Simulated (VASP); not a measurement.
Set up this calculation in VASP 6.6.1, as the native input.

| Item | Value |
| --- | --- |
| Task | relaxation of cell and atoms |
| Functional | PBE |
| Potentials or basis | VASP PAW PBE potentials, release 64 (Cd, As, Ge_d) |
| Cutoff | 600 eV |
| k mesh | 6 × 6 × 6 |
| Occupations | gaussian, width 0.02 eV |
| Spin | no spin polarisation |
| Ladder | gaps |
| Further INCAR settings | ALGO = Fast; EDIFF = 1e-06; IBRION = 2; EDIFFG = -0.005; NSW = 40; ISIF = 3 |

The structure of CdGeAs2 lies in POSCAR:

```
CdGeAs2
1.0
   -2.9888745628      2.9888745628      5.6642966801
    2.9888745628     -2.9888745628      5.6642966801
    2.9888745628      2.9888745628     -5.6642966801
Cd As Ge
2 4 2
Direct
    0.5000000000      0.5000000000      0.0000000000
    0.2500000000      0.7500000000      0.5000000000
    0.0962175700      0.1250000000      0.4712175700
    0.3750000000      0.9037824300      0.0287824300
    0.6537824300      0.6250000000      0.5287824300
    0.8750000000      0.3462175700      0.9712175700
    0.7500000000      0.2500000000      0.5000000000
    0.0000000000      0.0000000000      0.0000000000
```

The cell is a database's computed one.

The input as run:

INCAR

```
SYSTEM = CdGeAs2
PREC = Accurate ; ENCUT = 600
EDIFF = 1E-6 ; ISMEAR = 0
SIGMA = 0.02 ; LREAL = .False.
LASPH = .True. ; NELM = 60
ALGO = Fast ; ISIF = 3
LWAVE = .False. ; LCHARG = .False.
GGA = PE ; IBRION = 2
NSW = 40 ; EDIFFG = -0.005
KPAR = 4
```

KPOINTS

```
regular mesh
0
Gamma
  6 6 6
  0 0 0
```

Potentials or basis: VASP PAW PBE potentials, release 64 (Cd, As, Ge_d).

The run is started by

```bash
$ cat potpaw_PBE.64/Cd/POTCAR potpaw_PBE.64/As/POTCAR potpaw_PBE.64/Ge_d/POTCAR > POTCAR
$ mpirun -np 4 vasp_std > vasp.out
```

Results of the run:

The relaxed volume is 26.34 Å³/atom and the relaxed cell is a = 7.166 Å, b = 7.166 Å, c = 7.166 Å, α = 130.00°, β = 130.00°, γ = 73.40°. The space group after relaxing (to 0.05 Å) is I-42d (No. 122), the energy gained by relaxing is 7.8 meV/atom and the ionic steps are 7. The pressure after relaxing is 0.0 GPa and the band gap on the k mesh is 0.18 eV, indirect (least direct gap 0.21 eV).

It took 6.1 min on 4 MPI ranks on Intel(R) Xeon(R) 6975P-C (Granite Rapids), with other jobs on the host, peak memory 0.66 GiB a rank.
